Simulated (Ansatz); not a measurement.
# MnO2 (Pmmn) in Ansatz: band structure with PBEsol

Aim: the band structure of MnO2 with PBEsol.

Everything below comes from runs of Ansatz 0.2.0. Logs are shortened: lines on timing, memory, paths and dates and some standing lists are left out, and cuts for length are marked.

### Step 1. Starting point

The structure is orthorhombic, space group Pmmn (No. 59). Conventional cell: a = 2.904 Å, b = 3.845 Å, c = 6.164 Å, α = 90.00°, β = 90.00°, γ = 90.00°. Around Mn (site symmetry mm2) lie 6 O at 1.83 to 2.05 Å. O (site symmetry mm2) is surrounded by 2 Mn at 1.83 Å. Around O (site symmetry mm2) lie 4 Mn at 1.98 to 2.05 Å.

Measurements of this composition are mostly on another form, of space group No. 136.

### Step 2. Band structure, PBEsol, collinear spin, ferromagnetic start

Input file input.yaml:

```yaml
crystal:
  lattice:
    - [2.904158, 0.0, 0.0]
    - [0.0, 3.84481, 0.0]
    - [0.0, 0.0, 6.164264]
  atoms:
    - { symbol: Mn, position: [0.5, 0.5, 0.3433015], spin: 4.0 }
    - { symbol: Mn, position: [0.0, 0.0, 0.6566985], spin: 4.0 }
    - { symbol: O, position: [0.5, 0.0, 0.8375675] }
    - { symbol: O, position: [0.0, 0.5, 0.1624325] }
    - { symbol: O, position: [0.5, 0.0, 0.4217995] }
    - { symbol: O, position: [0.0, 0.5, 0.5782005] }
hamiltonian:
  xc: pbesol
  pseudopotentials: { kind: paw }
magnetization:
  spin_polarized: true
kpoints:
  mp_grid: { grid: [9, 7, 5] }
  band_path:
    path:
      - [[0.0, 0.0, 0.0], [0.5, 0.0, 0.0], [0.5, 0.5, 0.0], [0.0, 0.5, 0.0], [0.0, 0.0, 0.0], [0.0, 0.0, 0.5], [0.5, 0.0, 0.5], [0.5, 0.5, 0.5], [0.0, 0.5, 0.5], [0.0, 0.0, 0.5]]
      - [[0.0, 0.5, 0.0], [0.0, 0.5, 0.5]]
      - [[0.5, 0.0, 0.5], [0.5, 0.0, 0.0]]
      - [[0.5, 0.5, 0.0], [0.5, 0.5, 0.5]]
    npoints: 14
scf:
  occupations: { method: fermi_dirac, width: 0.05 }
  n_extra_bands: 15
output:
  forces: true
  stress: true
  eigenvalues: true
  fatbands: true
  write_density: true
  write_potential: true
  elf: true
  volumetric_format: npy
```

Potentials or basis: Ansatz PAW.

Run with:

```
$ ansatz run input.yaml --threads 2 --pin off --max-ram 5632MiB --backend cpu --events-out ev --progress --plain --runs-dir out
```

What it wrote:

```text
Warning: RAYON_NUM_THREADS=2 ignored (pool sized by the plan → 2); use --threads N
scf.n_extra_bands = 15 over 27 filled bands (N_el = 54.0): the run solves 42 bands
Engine: ansatz 0.2.0, aarch64-unknown-linux-gnu
Pseudopotentials: kind: paw
Pseudopotential: Mn, paw, valence charge 15, recommended cutoff 420 eV (normal), Mn.paw.azcp
Pseudopotential: O, paw, valence charge 6, recommended cutoff 420 eV (normal), O.paw.azcp
Functional definition: PBEsol
  exchange = pbesol_x
  correlation = pbesol_c
Crystal: 6 atoms, lattice volume = 68.830 Å³
Basis set: ecut = 420 eV, 1337 PW (Γ), exchange–correlation on 40×54×90 points (8 copies of the dense FFT grid, shifted against one another)
Bands: 42, of which v1, the nominal top of the filled ones, is band 27 counted from 1 (26 counted from 0)
Symmetry: 8 space group operations
Space group: Pmmn (ITA 59), of the structure as read, at distance tolerance 4.1e-5 Å
Magnetic group: BNS 59.405 (UNI 503), of the structure as read, at distance tolerance 4.1e-5 Å
k-points: 60 of 315
Non-local potential: Mn, projectors of the file, l = 0: 3, l = 1: 2, l = 2: 3, l = 3: 1
Non-local potential: O, projectors of the file, l = 0: 2, l = 1: 2, l = 2: 1
PAW form: soft (Blöchl's): semilocal exchange-correlation on the pseudo side does not see the compensation charge
PAW frozen core: Mn, regenerated for the run's functional, and the local potential with it (the file was generated under x = pbe(κ = 0.804, μ = 0.2195149727645171), c = pbe(β = 0.06672455060314922))
PAW frozen core: O, regenerated for the run's functional, and the local potential with it (the file was generated under x = pbe(κ = 0.804, μ = 0.2195149727645171), c = pbe(β = 0.06672455060314922))
PAW one-centre angular grid: Mn, 590 points (default); XC on 64 Gauss nodes
PAW one-centre angular grid: O, 110 points (default); XC on 64 Gauss nodes
Initial density: superposition of atomic densities (chi_scale 0.1, normalization cell, long waves kept (reshape's long-wave potential 0.46 eV rms))
Starting moments: Σ|m| = 8 μB on 2 of 6 sites
Initial wavefunctions: pseudopotential atomic-orbital guess
Functional: x = pbesol(κ = 0.804, μ = 0.12345679012345678), c = pbesol(β = 0.046)
SCF iter   1: F=—  HF=-9979.693398 eV  |F-HF|=—  |Δ(HF+E_count)|=         —  Δρ=9.59e-2 (↑5.81e-2 ↓9.59e-2)  dr2=1.74e1  dr2_m=1.05e0  M=5.882 μB ∫|m|=6.296 μB  β_m=0.30  ethr=3.10e-3  ⟨swp⟩=6.0  Hψ=20141  notcnv=0  defer=22
Mixer restart at iter 1: flushing history
preconditioner: auto → Kerker (q_TF=auto, 2.620 Å⁻¹)  [metal: Δε(μ)=0.013 eV  Ē_g=14.150 eV  σ=0.050 eV  W_gap=0.06  n_scr=20 (ndim 8)  ℏωp=27.6 eV  f_vac=0.088  D(μ)=3.21/eV (n_scr^D=32)]
spin=Collinear: Kerker preconditioning applied to the charge; magnetization (m = ρ↑ − ρ↓) channel mixes plain (no charge-response kernel on spin).
SCF iter   2: F=—  HF=-9980.338253 eV  |F-HF|=—  |Δ(HF+E_count)|=   6.45e-1  Δρ=4.73e-2 (↑3.73e-2 ↓4.73e-2)  dr2=2.51e0  dr2_m=7.79e-1  M=5.999 μB ∫|m|=6.337 μB  β_m=0.37  ethr=3.10e-3  ⟨swp⟩=3.7  Hψ=10498  notcnv=0  defer=701
SCF iter   3: F=—  HF=-9980.168416 eV  |F-HF|=—  |Δ(HF+E_count)|=   1.70e-1  Δρ=2.96e-2 (↑2.21e-2 ↓2.96e-2)  dr2=1.69e0  dr2_m=2.80e-1  M=6.000 μB ∫|m|=6.308 μB  β_m=0.54  ethr=3.10e-3  ⟨swp⟩=2.0  Hψ=6511  notcnv=0  defer=770
SCF iter   4: F=—  HF=-9979.901010 eV  |F-HF|=—  |Δ(HF+E_count)|=   2.67e-1  Δρ=7.17e-3 (↑7.17e-3 ↓5.43e-3)  dr2=3.41e-1  dr2_m=5.75e-3  M=6.000 μB ∫|m|=6.255 μB  β_m=0.64  ethr=3.10e-3  ⟨swp⟩=2.3  Hψ=6887  notcnv=0  defer=772
SCF iter   5: F=—  HF=-9979.859737 eV  |F-HF|=—  |Δ(HF+E_count)|=   4.13e-2  Δρ=5.43e-3 (↑5.37e-3 ↓5.43e-3)  dr2=1.87e-1  dr2_m=1.34e-3  M=6.000 μB ∫|m|=6.237 μB  β_m=0.71  ethr=6.32e-4  ⟨swp⟩=2.0  Hψ=6700  notcnv=0  defer=811
SCF iter   6: F=—  HF=-9979.856421 eV  |F-HF|=—  |Δ(HF+E_count)|=         —  Δρ=4.27e-3 (↑4.27e-3 ↓1.92e-3)  dr2=2.41e-2  dr2_m=2.68e-3  M=6.000 μB ∫|m|=6.243 μB  β_m=0.71  ethr=3.47e-4  ⟨swp⟩=2.9  Hψ=8356  notcnv=0  defer=810
Mixer restart at iter 6: flushing history
SCF iter   7: F=—  HF=-9979.859127 eV  |F-HF|=—  |Δ(HF+E_count)|=   2.71e-3  Δρ=1.37e-3 (↑9.58e-4 ↓1.37e-3)  dr2=1.08e-2  dr2_m=1.45e-4  M=6.000 μB ∫|m|=6.241 μB  β_m=0.76  ethr=4.47e-5  ⟨swp⟩=2.6  Hψ=8484  notcnv=0  defer=813
SCF iter   8: F=—  HF=-9979.860990 eV  |F-HF|=—  |Δ(HF+E_count)|=   1.86e-3  Δρ=1.22e-3 (↑1.22e-3 ↓7.45e-4)  dr2=7.12e-3  dr2_m=1.34e-4  M=6.000 μB ∫|m|=6.245 μB  β_m=0.88  ethr=2.01e-5  ⟨swp⟩=2.2  Hψ=6890  notcnv=0  defer=813
SCF iter   9: F=—  HF=-9979.861866 eV  |F-HF|=—  |Δ(HF+E_count)|=   8.76e-4  Δρ=8.18e-4 (↑8.18e-4 ↓4.05e-4)  dr2=1.01e-3  dr2_m=5.04e-5  M=6.000 μB ∫|m|=6.245 μB  β_m=0.94  ethr=1.32e-5  ⟨swp⟩=2.0  Hψ=7444  notcnv=0  defer=813
SCF iter  10: F=—  HF=-9979.861957 eV  |F-HF|=—  |Δ(HF+E_count)|=   9.11e-5  Δρ=1.43e-4 (↑1.43e-4 ↓1.31e-4)  dr2=8.73e-5  dr2_m=4.57e-7  M=6.000 μB ∫|m|=6.247 μB  β_m=0.92  ethr=1.86e-6  ⟨swp⟩=2.0  Hψ=7806  notcnv=0  defer=813
SCF iter  11: F=—  HF=-9979.861931 eV  |F-HF|=—  |Δ(HF+E_count)|=   2.61e-5  Δρ=3.85e-5 (↑3.18e-5 ↓3.85e-5)  dr2=2.41e-6  dr2_m=4.98e-8  M=6.000 μB ∫|m|=6.247 μB  β_m=0.96  ethr=1.62e-7  ⟨swp⟩=2.0  Hψ=7081  notcnv=0  defer=813
SCF iter  12: F=—  HF=-9979.861933 eV  |F-HF|=—  |Δ(HF+E_count)|=   2.15e-6  Δρ=1.70e-5 (↑1.70e-5 ↓1.45e-5)  dr2=7.14e-7  dr2_m=7.78e-9  M=6.000 μB ∫|m|=6.247 μB  β_m=0.98  ethr=4.47e-9  ⟨swp⟩=2.0  Hψ=8283  notcnv=0  defer=813
SCF iter  13: F=—  HF=-9979.861933 eV  |F-HF|=—  |Δ(HF+E_count)|=   2.15e-7  Δρ=4.91e-6 (↑4.91e-6 ↓3.63e-6)  dr2=7.05e-8  dr2_m=8.74e-10  M=6.000 μB ∫|m|=6.247 μB  β_m=0.99  ethr=1.32e-9  ⟨swp⟩=2.1  Hψ=6428  notcnv=0  defer=813
SCF iter  14: F=-9979.861933 eV  HF=-9979.861933 eV  |F-HF|=1.86e-8  |Δ(HF+E_count)|=   1.58e-8  Δρ=3.68e-6 (↑2.73e-6 ↓3.68e-6)  dr2=3.08e-8  dr2_m=3.37e-10  M=6.000 μB ∫|m|=6.247 μB  ethr=1.30e-10  ⟨swp⟩=12.8  Hψ=35119  notcnv=0
SCF 1 converged in 14 iterations: F = -9979.861933 eV  dr2 = 3.08e-8
NSCF: frozen V_eff on 172 k-points
SCF converged after 14 iterations
Magnetization: 6.0000 μB (30.0000 up, 24.0000 down)
Absolute magnetization: 6.2668 μB (∫|ρ↑−ρ↓|, with the PAW one-centre terms)
Spin contamination: 0.1077 ħ² per cell (⟨S²⟩ above its minimum at these occupations)
Per-site moments (μB) at R_I (Å): [(2.406499602500029, 0.7551780635326026), (2.406499602500029, 0.7551780635326026), (0.11571286438734266, 0.7551780635326026), (0.11571286438734261, 0.7551780635326026), (-0.002121088575717558, 0.8177268280132386), (-0.002121088575717081, 0.8177268280132386)]
Free energy (F): -9979.861933 eV
Harris-Foulkes:  -9979.861933 eV  (|F-HF|=1.86e-8)
Internal energy: -9979.855327 eV  (E = F + TS)
E sigma→0 (E₀):  -9979.858630 eV
Entropy (-TS):   -0.006606 eV (-1.101 meV/atom)
Fermi energy:    7.451726 eV
--- Per-component energies (eV) ---
  E_band       = -757.641338
  E_kinetic    = 1288.253371
  E_local      = -7310.968789  (includes V_loc(G=0)·N_el)
  E_nonlocal   = 672.645539
  E_hartree    = 2984.892568
  E_xc         = -512.251532
  E_vxc        = -657.575016  (∫ρ·V_xc dr)
  E_paw        = -3139.799458  (= ΣΔE_a)
  E_vpaw       = -719.802045  (= ΣTr[D̂ρ^β])
  E_aug_tail   = 0.009544  (compensation charges beyond the density's cutoff)
  E_ewald      = -3963.117022
  E_core_change = 0.480452  (= ΣΔE_core)
  E_smearing   = -0.006606  (= −TS)
  E_closure    = 0.000000  (closes the sum)
  Σ components = -9979.861933   (vs F -9979.861933, Δ=0.00e0)
--- Forces (eV/Å), atoms counted from 1 ---
  atom   1  Mn     0.00000000    -0.00000000    -0.33662136
  atom   2  Mn    -0.00000000     0.00000000     0.33662136
  atom   3  O      0.00000000    -0.00000000    -1.17939350
  atom   4  O     -0.00000000     0.00000000     1.17939350
  atom   5  O     -0.00000000     0.00000000     0.23520335
  atom   6  O      0.00000000    -0.00000000    -0.23520335
  max |Σ_I F_I| component: 0.00e0 eV/Å
--- Stress (GPa, compression-positive) ---
      -18.756890      -0.000000       0.000000
       -0.000000     -10.888627      -0.000000
        0.000000      -0.000000     -10.637691
  P = ⅓ Tr σ = -13.4277 GPa (-134.277 kbar)
--- Band table (eV; the first three rows and the last of 120) ---
  k-point 0 ↑: bands = ["-74.1221", "-74.1159", "-42.9663", "-42.9412", "-42.9377", "-42.9091", "-42.9025", "-42.8894", "-12.4077", "-10.6534", "-10.1540", "-10.1184", "0.3577", "1.2109", "1.3303", "1.6742", "2.2061", "3.4891", "3.8454", "3.9021", "4.1456", "4.5025", "4.6059", "4.7636", "5.1316", "5.6712", "6.0722", "6.5313", "7.3178", "7.5994", "8.0142", "8.1015", "9.6140", "9.9525", "13.4572", "16.9862", "17.8324", "19.3773", "21.0290", "21.3223", "22.3132", "22.9057"]
  k-point 1 ↑: bands = ["-74.1221", "-74.1159", "-42.9663", "-42.9411", "-42.9378", "-42.9091", "-42.9025", "-42.8894", "-12.3991", "-10.6555", "-10.2876", "-9.9929", "0.3576", "1.1632", "1.4460", "1.6844", "2.1843", "3.5000", "3.7296", "4.0479", "4.1711", "4.4814", "4.4824", "4.7639", "5.1313", "5.6608", "6.0630", "6.5567", "7.2366", "7.6728", "7.8762", "8.1895", "9.5655", "9.9938", "13.7604", "16.4551", "18.2018", "19.4596", "21.0688", "21.2335", "22.2773", "22.3733"]
  k-point 2 ↑: bands = ["-74.1221", "-74.1159", "-42.9663", "-42.9411", "-42.9378", "-42.9091", "-42.9025", "-42.8894", "-12.3848", "-10.6605", "-10.3826", "-9.9096", "0.3574", "1.1492", "1.5694", "1.7025", "2.1480", "3.5587", "3.6517", "4.1935", "4.2133", "4.2420", "4.4294", "4.7643", "5.1308", "5.6442", "6.0604", "6.5755", "7.1437", "7.7529", "7.7598", "8.2399", "9.5025", "10.0454", "14.5255", "15.5221", "18.7679", "19.3842", "21.1398", "21.1446", "21.9213", "22.2118"]
  k-point 59 ↓: bands = ["-70.9718", "-70.9715", "-40.1084", "-40.1078", "-39.7897", "-39.7884", "-39.7709", "-39.7698", "-10.8772", "-10.8073", "-9.7019", "-9.6905", "0.5595", "0.6576", "2.5852", "2.7001", "2.8756", "3.1673", "3.3922", "3.7472", "4.8444", "4.8552", "5.5439", "5.5684", "8.1588", "8.1735", "8.6733", "8.6856", "9.4465", "9.4799", "10.2022", "10.2545", "10.7050", "10.7841", "18.7938", "19.0276", "19.9338", "20.6510", "20.7530", "21.4526", "22.2966", "22.3767"]
```

Wall time 35 s (2 threads of Arm Neoverse V2, shared host); peak memory 0.63 GiB.

Results:

* Free energy: -9979.8619 eV
* Pressure: -13.4 GPa
* Largest force: 1.179 eV/Å
* Band gap on the k mesh: none (metal or under the smearing width)
* Net moment: 6.00 μB per cell
* Absolute moment: 6.27 μB per cell
* Site moments: Mn +2.41; O +0.12, -0.00 μB

Forces on the atoms (eV/Å):
```
Mn   0.000  0.000 -0.337
Mn   0.000  0.000  0.337
O    0.000  0.000 -1.179
O    0.000  0.000  1.179
O    0.000  0.000  0.235
O    0.000  0.000 -0.235
```

Levels at the corners of the path, in eV from the Fermi level:
Spin up:
```
point  band 28  band 29  band 30  band 31  band 32  band 33
    Γ    -0.92    -0.13     0.15     0.56     0.65     2.16
    X    -1.44    -0.27    -0.27    -0.09    -0.09     1.59
    S    -1.87    -0.32    -0.32     1.42     1.42     1.72
    Y    -1.00    -0.94    -0.94     1.78     1.78     2.39
    Γ    -0.92    -0.13     0.15     0.56     0.65     2.16
    Z    -0.88    -0.32     0.29     0.31     0.79     2.04
    U    -1.48    -0.24    -0.24    -0.19    -0.19     1.59
    R    -1.83    -0.34    -0.34     1.32     1.32     1.70
    T    -1.27    -0.56    -0.56     1.75     1.75     2.38
    Z    -0.88    -0.32     0.29     0.31     0.79     2.04
    Y    -1.00    -0.94    -0.94     1.78     1.78     2.39
    T    -1.27    -0.56    -0.56     1.75     1.75     2.38
    U    -1.48    -0.24    -0.24    -0.19    -0.19     1.59
    X    -1.44    -0.27    -0.27    -0.09    -0.09     1.59
    S    -1.87    -0.32    -0.32     1.42     1.42     1.72
    R    -1.83    -0.34    -0.34     1.32     1.32     1.70
```
Spin down:
```csv
point,band 21,band 22,band 23,band 24,band 25,band 26,band 27,band 28
Γ,-2.57,-2.12,-2.07,-1.67,0.47,0.96,1.14,1.32
X,-2.41,-2.41,-2.34,-2.34,1.04,1.04,1.19,1.19
S,-2.55,-2.55,-2.02,-2.02,0.74,0.74,1.17,1.17
Y,-2.76,-2.76,-1.86,-1.86,1.07,1.07,1.32,1.32
Γ,-2.57,-2.12,-2.07,-1.67,0.47,0.96,1.14,1.32
Z,-2.79,-2.46,-2.06,-1.70,0.48,0.96,1.19,1.27
U,-2.52,-2.52,-2.34,-2.34,1.04,1.04,1.20,1.20
R,-2.60,-2.60,-1.84,-1.84,0.70,0.70,1.20,1.20
T,-2.80,-2.80,-1.37,-1.37,1.06,1.06,1.31,1.31
Z,-2.79,-2.46,-2.06,-1.70,0.48,0.96,1.19,1.27
Y,-2.76,-2.76,-1.86,-1.86,1.07,1.07,1.32,1.32
T,-2.80,-2.80,-1.37,-1.37,1.06,1.06,1.31,1.31
U,-2.52,-2.52,-2.34,-2.34,1.04,1.04,1.20,1.20
X,-2.41,-2.41,-2.34,-2.34,1.04,1.04,1.19,1.19
S,-2.55,-2.55,-2.02,-2.02,0.74,0.74,1.17,1.17
R,-2.60,-2.60,-1.84,-1.84,0.70,0.70,1.20,1.20
```

Caveat: the pressure holds a Pulay correction of +0.8 GPa for the finite cutoff; semilocal functionals often make such compounds metallic where correlation or magnetic order opens a gap, which also shifts bond lengths; only a ferromagnetic start was run, and an antiferromagnetic order may lie lower in energy; the PAW data sets come from PBE, with cores solved anew for the run's functional, which leaves a small shift of forces and pressure; forces of over 1 eV/Å show positions far from the minimum, so gaps and moduli don't describe the material at rest.
